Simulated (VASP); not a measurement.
Runs of VASP 6.6.1 on RbBr. It takes space group Pm-3m (No. 221, cubic). Conventional cell: a = 4.124 Å, b = 4.124 Å, c = 4.124 Å, α = 90.00°, β = 90.00°, γ = 90.00°. Rb (site symmetry m-3m) has 8 Br at 3.57 Å as nearest neighbours. Br (site symmetry m-3m) is surrounded by 8 Rb at 3.57 Å. The cell comes from a database or a generator and needn't be the stable form of this composition.

```csv
task,level,cell,k mesh,cutoff (eV),exchange at q = 0,grid for exact exchange (PRECFOCK),screening parameter,gap on the mesh (eV),pressure (GPa)
single point,PBE,"Pm-3m, 35.08 Å³/atom",6 × 6 × 6,520,-,-,-,(a),0.9
relaxation of cell and atoms,PBE,relaxed,6 × 6 × 6,600,-,-,-,3.91,0.0
single point,PBE,"Pm-3m, 36.86 Å³/atom",6 × 6 × 6,520,-,-,-,3.92,(b)
single point,HSE06,"Pm-3m, 36.11 Å³/atom",4 × 4 × 4,520,truncated,Normal,0.2079 1/A,5.16,0.0
```

Alike in all rows: potentials or basis VASP PAW PBE potentials, release 64 (Rb_sv, Br); no spin polarisation; smearing fermi-dirac 0.02 eV.

Q: Fill in the values left out.

A: (a) 4.09; (b) 0.1.

Caveats: the PAW data sets were made with another functional, which shifts forces and pressure a little (some runs).

A k mesh can miss the band edges, and the runs leave out spin-orbit coupling on Br, Rb.
